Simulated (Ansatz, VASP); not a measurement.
One calculation of InP, two programs

```xyz
2
Lattice="0.0000 2.9538 2.9538 3.0084 0.0000 2.9538 3.0084 2.9538 0.0000" Properties=species:S:1:pos:R:3 pbc="T T T"
In    0.0000    0.0000    0.0000
P     1.5042    1.4769    1.4769
```

Change from the starting cell: uniaxial_x strain +1.9%.

Alike in both runs: task single point; functional r2SCAN; k mesh 8 × 8 × 8; no spin polarisation.

|  | VASP | Ansatz |
| --- | --- | --- |
| version | VASP 6.6.1 | Ansatz 0.2.0 |
| potentials or method | VASP PAW PBE potentials, release 64 (In_d, P) | plane waves, PAW |
| plane-wave cutoff (eV) | 520 | 500 |
| occupations | gaussian, width 0.01 eV | fixed |
| valence electrons in the cell | 18 | 18 |

Ansatz gave:

* gap on the k mesh at the Fermi level (eV): 0.89
* pressure (GPa): -1.2
* largest component of the traceless stress (GPa): 0.57

Problem. Estimate VASP's values.

Solution. gap on the k mesh at the Fermi level (eV): 0.89; pressure (GPa): -1.3; largest component of the traceless stress (GPa): 0.57.

Caveats: the PAW data sets were made with another functional, which shifts forces and pressure a little (VASP); spin-orbit coupling is left out, which moves the levels of the heavy elements.
